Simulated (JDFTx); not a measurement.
AlN under changes of volume

One of the cells (10.417 Å³/atom); the others are scaled copies at fixed shape and fractional positions:

```xyz
2
Lattice="0.0000 2.1840 2.1840 2.1840 0.0000 2.1840 2.1840 2.1840 0.0000" Properties=species:S:1:pos:R:3 pbc="T T T"
Al    0.0000    0.0000    0.0000
N     1.0920    1.0920    1.0920
```

Measurements of this composition are mostly on another form, of space group No. 186.

```yaml
Program: JDFTx 1.7.0 (patched build)
Functional: r2SCAN
Potentials_or_basis: SG15-PBE-1.2 with smoothed tails
Cutoff: 1361 eV
Density_cutoff: 10885 eV
k_mesh: 10 × 10 × 10
Occupations: fermi-dirac, width 0.05 eV
Spin: no spin polarisation
```

```csv
volume (Å³/atom),energy over the lowest point (meV/atom),pressure (GPa),gap on the mesh (eV)
9.792,32.96,16.1,3.96
10.001,15.56,10.7,3.94
10.209,4.74,5.9,3.93
10.417,0.00,1.4,3.91
10.626,0.82,-2.7,3.90
10.834,6.70,-6.4,3.88
11.042,?,?,?
```

Problem. What does the run at 11.042 Å³/atom give?

Solution. Energy over the lowest point 17.18 meV/atom; pressure -9.8 GPa; gap on the mesh 3.87 eV.

Worked out: A Birch-Murnaghan fit of order 3 (a polynomial in V^(-2/3)) to the other rows has its minimum at 10.49 Å³/atom with B0 = V·E''(V) = 209 GPa and B' = 3.2. It gives 17.30 meV/atom at 11.042 Å³/atom, against the run's 17.18, and -dE/dV = -9.9 GPa, against -9.8. A straight line through the other rows of the gap, of slope -0.763 eV per unit of ln V, extrapolates to 3.87 eV, against the run's 3.87.

Energies are extrapolated to zero smearing.

Caveats: the potentials were made for another functional, which shifts forces and pressure.

A mesh can miss the band edges.
